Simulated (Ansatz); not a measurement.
# Nb4N5: the cost of one run

Program: Ansatz 0.2.0. Level of theory: DFT PBEsol, scalar-relativistic, plane waves, PAW. These are calculated values, not measurements.

1 further run of the same task is left out (set aside as unsound or not needed).

## 1. The starting structure

It takes space group Fm-3m (No. 225, cubic). The conventional cell has a = 4.380 Å, b = 4.380 Å, c = 4.380 Å, α = 90.00°, β = 90.00°, γ = 90.00°. Around Nb (site symmetry m-3m) lie 6 N at 2.19 Å. N (site symmetry m-3m) is surrounded by 6 Nb at 2.19 Å.

Coordinates:

```
CELL_PARAMETERS angstrom
0.00000 2.19025 2.19025
2.19025 0.00000 2.19025
2.19025 2.19025 0.00000
ATOMIC_POSITIONS crystal
Nb 0.50000 0.50000 0.50000
N 0.00000 0.00000 0.00000
```

This cell was relaxed beforehand with the same method: volume 10.51 Å³/atom, gap on the mesh none (metal).

The bulk reference comes from a run made before at the same settings: -2438.1255 eV/atom.

## 2. Cutting the (111) slab

Miller indices refer to the conventional cell of the relaxed bulk, Fm-3m (No. 225): a = 4.380 Å, b = 4.380 Å, c = 4.380 Å, α = 90.00°, β = 90.00°, γ = 90.00°.

The slab is a (111) slab, 10.1 Å thick as cut, with 15 Å of vacuum; its outer planes are N (top) and N (bottom).

The slab as cut. Layers, bottom to top:

```tsv
plane	atoms per cell	height over the lowest (Å)
1	N	0.00
2	Nb	1.26
3	N	2.53
4	Nb	3.79
5	N	5.06
6	Nb	6.32
7	N	7.59
8	Nb	8.85
9	N	10.12
```

## 3. The slab as cut, atoms at the bulk's places

The cell repeats along c, and a dipole correction in the vacuum removes the field between the copies.

Input file input.yaml:

```yaml
crystal:
  lattice:
    - [3.0974787951, 0.0, 0.0]
    - [-1.5487393975, 2.6824953242, 0.0]
    - [0.0, 0.0, 25.1163233826]
  atoms:
    - { symbol: "N", position: [0.6666666667, 0.3333333333, 0.2986105843] }
    - { symbol: Nb, position: [0.0, 0.0, 0.3489579382] }
    - { symbol: "N", position: [0.3333333333, 0.6666666667, 0.3993052921] }
    - { symbol: Nb, position: [0.6666666667, 0.3333333333, 0.4496526461] }
    - { symbol: "N", position: [0.0, 0.0, 0.5] }
    - { symbol: Nb, position: [0.3333333333, 0.6666666667, 0.5503473539] }
    - { symbol: "N", position: [0.6666666667, 0.3333333333, 0.6006947079] }
    - { symbol: Nb, position: [0.0, 0.0, 0.6510420618] }
    - { symbol: "N", position: [0.3333333333, 0.6666666667, 0.7013894157] }
basis:
  ecutwfc: 420
kpoints:
  mp_grid: { grid: [12, 12, 1] }
hamiltonian:
  xc: pbesol
scf:
  occupations: { method: gaussian, width: 0.1 }
output:
  forces: true
  stress: true
  eigenvalues: true
  write_density: true
  write_potential: true
  elf: true
  volumetric_format: npy
efield:
  axis: 3
  dipole_correction: true
  ramp_width: 0.04
```

On the command line:

```bash
ansatz run input.yaml --threads 1 --pin off --max-ram 3072MiB --backend cpu --events-out ev --progress --plain --runs-dir out
```

What time and memory should one allow on 1 thread of an x86-64 CPU, shared host?

About 13 s, with a peak of 0.53 GiB.
